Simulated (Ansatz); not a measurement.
# SnSe (rocksalt type): the cost of one run

Program: Ansatz 0.2.0. Level of theory: DFT, PBE, all-electron LAPW, scalar-relativistic. These are calculated values, not measurements.

## 1. Starting point

It takes space group Fm-3m (No. 225, cubic). Conventional cell: a = 6.062 Å, b = 6.062 Å, c = 6.062 Å, α = 90.00°, β = 90.00°, γ = 90.00°. Sn (site symmetry m-3m) has 6 Se at 3.03 Å as nearest neighbours. Se (site symmetry m-3m) is surrounded by 6 Sn at 3.03 Å.

Coordinates:

```cif
data_structure
_symmetry_space_group_name_H-M 'P 1'
_symmetry_Int_Tables_number 1
_cell_length_a 4.2863
_cell_length_b 4.2863
_cell_length_c 4.2863
_cell_angle_alpha 60.000
_cell_angle_beta 60.000
_cell_angle_gamma 60.000
_cell_volume 55.69
loop_
_atom_site_label
_atom_site_type_symbol
_atom_site_fract_x
_atom_site_fract_y
_atom_site_fract_z
_atom_site_occupancy
Sn1 Sn 0.00000 0.00000 0.00000 1
Se1 Se 0.50000 0.50000 0.50000 1
```

Atoms are numbered in the order of the input: Sn1, Se2.

## 2. Rocksalt relaxed under pressure, LAPW

Input file input.yaml:

```yaml
crystal:
  lattice:
    - [0.0, 3.0308946144, 3.0308946144]
    - [3.0308946144, 0.0, 3.0308946144]
    - [3.0308946144, 3.0308946144, 0.0]
  atoms:
    - { symbol: Sn, position: [0.0, 0.0, 0.0] }
    - { symbol: Se, position: [0.5, 0.5, 0.5] }
kpoints:
  mp_grid: { grid: [13, 13, 13] }
scf:
  occupations: { method: fermi_dirac, width: 0.1 }
hamiltonian:
  xc: pbe
  pseudopotentials: { kind: all_electron, lapw: { basis_error: 0.0005 } }
output:
  forces: true
  stress: true
  eigenvalues: true
relax:
  f_tol: 0.005
  max_steps: 12
  cell: { p_target: 0.004, stress_tol: 0.03 }
```

Run with:

```sh
$ ansatz run input.yaml --threads 1 --pin off --max-ram 3584MiB --backend cpu --events-out ev --progress --plain --runs-dir out
```

Q: Estimate wall time and peak memory on 1 thread of Arm Neoverse V2, shared host.

About 28 s, with a peak of 0.47 GiB.
